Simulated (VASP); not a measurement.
## La: single point with PBE

Crystal: La.

```
La
1.0
    -2.10975    2.10975    2.10975
     2.10975   -2.10975    2.10975
     2.10975    2.10975   -2.10975
La
1
Direct
  0.00000 0.00000 0.00000
```

The cell was built by a generator and needn't be a form met in nature.

- Program: VASP 6.6.1
- Task: single point
- Functional: PBE
- Potentials or basis: VASP PAW PBE potentials, release 64 (La)
- Cutoff: 520 eV
- k mesh: 14 × 14 × 14
- Occupations: gaussian, width 0.05 eV
- Spin: no spin polarisation
- Dipole correction: no
- Further INCAR settings: ALGO = Normal; EDIFF = 1e-06; NBANDS = 12

```json
{"Pressure": "0.0 GPa", "Band gap on the k mesh": "none (metal or under the smearing width)"}
```

Levels at points of the mesh, in eV from the Fermi level:
```csv
k point,band 1,band 2,band 3,band 4,band 5,band 6,band 7,band 8,band 9,band 10
"(0.00, 0.00, 0.00)",-32.91,-15.92,-15.92,-15.92,-3.19,1.47,1.47,1.47,1.49,1.49
"(0.50, 0.00, 0.00)",-32.71,-17.25,-16.33,-15.94,-1.79,-0.19,1.49,1.56,1.82,2.08
"(0.50, 0.50, 0.50)",-32.57,-16.82,-16.82,-16.82,-1.86,-1.86,1.63,1.79,1.79,1.79
```

Wall time 66 s on 1 thread of Intel(R) Xeon(R) Platinum 8375C CPU @ 2.90GHz (Ice Lake), with other jobs on the host, peak memory 0.2 GiB.

Spin-orbit coupling is left out, which matters for the levels of La.
